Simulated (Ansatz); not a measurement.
The system is Yb.

```xyz
1
Lattice="0.0000 2.7431 2.7431 2.7431 0.0000 2.7431 2.7431 2.7431 0.0000" Properties=species:S:1:pos:R:3 pbc="T T T"
Yb    0.0000    0.0000    0.0000
```

| Property | Result |
| --- | --- |
| Program | Ansatz 0.2.0 |
| Task | relaxation of cell and atoms |
| Functional | PBE |
| Potentials or basis | all-electron LAPW, scalar-relativistic |
| Basis error allowed | 0.001 eV/atom |
| k mesh | 6 × 6 × 6 |
| Occupations | fermi-dirac, width 0.05 eV |
| Spin | collinear spin, ferromagnetic start |
| Starting moments | [1.0] μB |

At the start: volume 41.28 Å³/atom.

Task: How do energy, volume and symmetry change on relaxing?

Result: Over 5 steps the energy falls by 39.2 meV/atom and the volume is 35.97 Å³/atom (-12.9 %); space group Fm-3m (No. 225, to 0.05 Å); moment 0.00 μB per cell.

The path:
| step | energy change (eV) | largest force (eV/Å) | volume (Å³) |
| --- | --- | --- | --- |
| 1 | 0.0000 | 0.0000 | 41.28 |
| 2 | -0.0239 | 0.0000 | 39.13 |
| 3 | -0.0385 | 0.0000 | 35.23 |
| 4 | -0.0392 | 0.0000 | 35.97 |
| 5 | -0.0392 | 0.0000 | 35.97 |

Final structure:
```
Yb
1.0
     0.00000    2.62004    2.62004
     2.62004    0.00000    2.62004
     2.62004    2.62004    0.00000
Yb
1
Direct
  0.00000 0.00000 0.00000
```

Caveat: the k mesh is thin for a metal, which can move the energy by tens of meV per atom; an open f shell can end in a state above the lowest; the starting moments weren't kept.
